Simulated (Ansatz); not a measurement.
## Response to strain in Ti3SiC2

The parent structure is Ti$_{3}$SiC$_{2}$ (space group P6_3/mmc, No. 194; a = 3.073 Å, c = 17.723 Å). Axes: x lies along a and z along c of the hexagonal cell.

Strains are applied to the cell and any free atomic positions relax; under biaxial strain the out-of-plane vector relaxes too; under stress the whole cell relaxes.

All numbers come from Kohn–Sham DFT with the PBE functional, run in Ansatz (a program for electronic structure) with PAW and 420 eV plane waves, no spin-orbit coupling.

Notes on the quantities. pressure: mean of the normal stresses, compression positive.

```tsv
case	pressure	shortest interatomic distance	space group
base	0.0 GPa	2.092 Å	P6_3/mmc (No. 194)
biaxial strain −1.01 %, plane normal [001], relaxed out of plane	2.7 GPa	?	P6_3/mmc (No. 194)
biaxial strain +1.37 %, plane normal [001], relaxed out of plane	-3.4 GPa	2.105 Å	P6_3/mmc (No. 194)
isotropic strain −1.17 %	7.0 GPa	2.074 Å	P6_3/mmc (No. 194)
isotropic strain +1.88 %	-9.1 GPa	2.119 Å	P6_3/mmc (No. 194)
uniaxial strain ε_xx = −4.34 %	9.1 GPa	?	Cmcm (No. 63)
uniaxial strain ε_xx = +4.21 %	-6.8 GPa	2.089 Å	Cmcm (No. 63)
uniaxial stress, 2 GPa compression along x	–	2.088 Å	Cmcm (No. 63)
```

Q: Complete the table.

A: 
- biaxial strain −1.01 %, plane normal [001], relaxed out of plane, shortest interatomic distance: 2.083 Å
- uniaxial strain ε_xx = −4.34 %, shortest interatomic distance: 2.056 Å

Without a gap, meshes like the base's 14×14×3 leave anisotropic stresses uncertain by several tenths of a GPa, and small strain energies with them. Beyond what the load breaks, stability against distortions was not tested. The final runs are not spin-polarised.
